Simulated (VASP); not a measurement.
Set up this calculation in VASP 6.6.1, as the native input.

- Task: relaxation of cell and atoms
- Functional: PBE
- Dispersion: D3(BJ)
- Potentials or basis: VASP PAW PBE potentials, release 64 (S, Sn_d)
- Cutoff: 600 eV
- k mesh: 12 × 12 × 1
- Occupations: gaussian, width 0.03 eV
- Spin: no spin polarisation
- Further INCAR settings: ALGO = Normal; EDIFF = 1e-06; IBRION = 2; EDIFFG = -0.01; NSW = 90; ISIF = 3

The structure of SnS2 lies in POSCAR:

```
SnS2
1.0
    3.6390000000      0.0000000000      0.0000000000
   -1.8195000000      3.1514664400      0.0000000000
    0.0000000000      0.0000000000     26.8020000000
S Sn
4 2
Direct
    0.6666666700      0.3333333300      0.3357958400
    0.3333333300      0.6666666700      0.4452652800
    0.6666666700      0.3333333300      0.5547347200
    0.3333333300      0.6666666700      0.6642041600
    0.0000000000      0.0000000000      0.3905305600
    0.0000000000      0.0000000000      0.6094694400
```

These files were run (other wordings do the same):

INCAR

```
ALGO     = Normal         # electronic algorithm
EDIFF    = 1E-6           # SCF threshold, eV
EDIFFG   = -0.01          # ionic threshold
ENCUT    = 600            # plane-wave cutoff, eV
GGA      = PE             # functional
IBRION   = 2              # ionic algorithm
ISIF     = 3              # what is computed and relaxed
ISMEAR   = 0              # smearing method
IVDW     = 12             # dispersion correction
KPAR     = 4            
LASPH    = True           # aspherical terms in the spheres
LATTICE_CONSTRAINTS= .TRUE. .TRUE. .FALSE.
LCHARG   = False          # write CHGCAR
LREAL    = False          # projectors in reciprocal space
LWAVE    = False          # write WAVECAR
NELM     = 80             # most SCF steps
NSW      = 90             # ionic steps
PREC     = Accurate       # precision mode
SIGMA    = 0.03           # smearing width, eV
```

KPOINTS

```
k-points
0
Gamma
  12 12 1
```

Potentials or basis: VASP PAW PBE potentials, release 64 (S, Sn_d).

The run is started by

```bash
$ cat potpaw_PBE.64/S/POTCAR potpaw_PBE.64/Sn_d/POTCAR > POTCAR
$ mpirun -np 4 vasp_std > vasp.out
```

It gave:

* Relaxed volume: 51.94 Å³/atom
* Relaxed cell: a = 3.664 Å, b = 3.664 Å, c = 26.802 Å, α = 90.00°, β = 90.00°, γ = 120.00°
* Space group after relaxing (to 0.05 Å): P-3m1 (No. 164)
* Energy gained by relaxing: 3.2 meV/atom
* Ionic steps: 5
* Largest force after relaxing: 0.008 eV/Å
* Band gap on the k mesh: 1.51 eV, indirect (least direct gap 1.74 eV)
* Dispersion energy per atom: -0.277 eV

Caveat: spin-orbit coupling is left out, which moves the levels of the heavy elements.

It took 11 min on 4 MPI ranks on AMD EPYC 7R43 64-Core Processor (Zen 3) (shared host), peak memory 0.59 GiB a rank.
